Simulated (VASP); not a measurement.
A run of VASP 6.6.1:

The input INCAR:

```
SYSTEM = Ba
ALGO = Fast ; DIPOL = 0.5 0.5 0.294
EDIFF = 1E-6 ; ENCUT = 520
GGA = PE ; IDIPOL = 3
ISIF = 2 ; ISMEAR = 0
LASPH = .TRUE. ; LCHARG = .FALSE.
LDIPOL = .TRUE. ; LREAL = .FALSE.
LWAVE = .FALSE. ; NBANDS = 11
NELM = 60 ; PREC = Accurate
SIGMA = 0.1
```

File KPOINTS:

```
k-points
0
G
  14 14 1
  0 0 0
```

POSCAR

```
Ba
1.0
    4.1230096633      0.0000000000      0.0000000000
    0.0000000000      4.1028585111      0.0000000000
    0.0000000000      0.0000000000     23.8000000000
Ba
1
Direct
    0.0000000000      0.0000000000      0.2941176471
```

Potentials or basis: VASP PAW PBE potentials, release 64 (Ba_sv).

The run is started by

```console
$ cat potpaw_PBE.64/Ba_sv/POTCAR > POTCAR
$ mpirun -np 1 vasp_std > vasp.out
```

Hardware: 1 thread of Intel(R) Xeon(R) Platinum 8559C (Emerald Rapids), on a shared host.

Problem. Estimate the wall time of this run.

Solution. It took 4.6 min on 1 thread of Intel(R) Xeon(R) Platinum 8559C (Emerald Rapids), on a shared host, peak memory 0.62 GiB. Counts: scf iterations 21, k points 64.
